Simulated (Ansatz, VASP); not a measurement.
## One calculation of I, two programs

```
I
1.0
    -2.08938    2.08938    2.08938
     2.08938   -2.08938    2.08938
     2.08938    2.08938   -2.08938
I
1
Direct
  0.00000 0.00000 0.00000
```

The real solid is made of molecules; this cell is a model form.

Alike in both runs: task single point; functional PBE; k mesh 9 × 9 × 9; occupations gaussian, width 0.05 eV; no spin polarisation.

|  | VASP | Ansatz |
| --- | --- | --- |
| version | VASP 6.6.1 | Ansatz 0.2.0 |
| potentials or method | VASP PAW PBE potentials, release 64 (I) | Ansatz PAW |
| plane-wave cutoff (eV) | 520 | 420 |
| valence electrons in the cell | 7 | 17 |

|  | VASP | Ansatz | Ansatz less VASP |
| --- | --- | --- | --- |
| gap on the k mesh at the Fermi level (eV) | none | none | - |
| pressure (GPa) | -0.2 | -0.2 | +0.04 |

A gap of «none» marks a metal or a gap that the smearing closes. With one functional, cell and mesh, what is left measures potentials, basis and numerics. The two sets of potentials don't hold the same shells in valence.

Caveats: an odd number of electrons without spin polarisation forces a metal; a magnetic or distorted state may lie lower. The runs have no spin-orbit coupling, so splittings on I are missing.
